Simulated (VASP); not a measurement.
Consider the following.

```
CELL_PARAMETERS angstrom
      1.73726    -3.00902     0.00000
      1.73726     3.00902     0.00000
      0.00000     0.00000     3.71100
ATOMIC_POSITIONS crystal
  Li 0.33333 0.66667 0.00000
  Li 0.66667 0.33333 0.00000
  Li 0.00000 0.00000 0.50000
  N  0.00000 0.00000 0.00000
```

The numbers are results of LDA (Ceperley-Alder, Perdew-Zunger), VASP's LDA PAW potentials (set 64) (plane waves; VASP), not measurements. Run with 520 eV cut-off, 7×7×6 Γ-centred mesh, Gaussian smearing of 0.050 eV, potentials Li_sv N.

Give the stress tensor in GPa (positive for a compressed cell).

```
4.08  0.00  0.00
0.00  4.08  0.00
0.00  0.00  3.99
```
The pressure is its mean diagonal, 4.05 GPa.

The compound is Li3N in the alpha structure. This cell is one point of a volume scan, at 0.94 of the reference volume.
